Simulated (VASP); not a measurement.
A run of VASP 6.6.1:

Contents of INCAR:

```
ALGO = Normal
EDIFF = 1E-7
ENCUT = 900
GGA = PE
ISIF = 2
ISMEAR = -1
LASPH = T
LCHARG = F
LMAXMIX = 4
LREAL = F
LWAVE = F
NELM = 60
PREC = Accurate
SIGMA = 0.05
```

KPOINTS

```
k-points
0
Gamma
  10 10 5
```

File POSCAR:

```
TaN
1.0
    2.9217699809      0.0000000000      0.0000000000
   -1.4608849905      2.5303270275      0.0000000000
    0.0000000000      0.0000000000      5.9165150000
Ta N
2 2
Direct
    0.0000000000      0.0000000000      0.5000000000
    0.0000000000      0.0000000000      0.0000000000
    0.3333333333      0.6666666667      0.2500000000
    0.6666666667      0.3333333333      0.7500000000
```

The input KPOINTS_OPT:

```
path GMKGALHA,LM,KH
10
line-mode
reciprocal
 0.0000000000  0.0000000000  0.0000000000  G
 0.5000000000  0.0000000000  0.0000000000  M

 0.5000000000  0.0000000000  0.0000000000  M
 0.3333333333  0.3333333333  0.0000000000  K

 0.3333333333  0.3333333333  0.0000000000  K
 0.0000000000  0.0000000000  0.0000000000  G

 0.0000000000  0.0000000000  0.0000000000  G
 0.0000000000  0.0000000000  0.5000000000  A

 0.0000000000  0.0000000000  0.5000000000  A
 0.5000000000  0.0000000000  0.5000000000  L

 0.5000000000  0.0000000000  0.5000000000  L
 0.3333333333  0.3333333333  0.5000000000  H

 0.3333333333  0.3333333333  0.5000000000  H
 0.0000000000  0.0000000000  0.5000000000  A

 0.5000000000  0.0000000000  0.5000000000  L
 0.5000000000  0.0000000000  0.0000000000  M

 0.3333333333  0.3333333333  0.0000000000  K
 0.3333333333  0.3333333333  0.5000000000  H
```

Potentials or basis: VASP PAW PBE potentials, release 64 (Ta_pv, N_h).

Run with:

```console
$ cat potpaw_PBE.64/Ta_pv/POTCAR potpaw_PBE.64/N_h/POTCAR > POTCAR
$ mpirun -np 1 vasp_std > vasp.out
```

Hardware: 1 thread of Intel(R) Xeon(R) 6975P-C (Granite Rapids) (shared host).

Task: How long does it take, and how much memory?

Result: Wall time 93 s on 1 thread of Intel(R) Xeon(R) 6975P-C (Granite Rapids) (shared host), peak memory 0.27 GiB. Counts: scf iterations 44, k points 42.
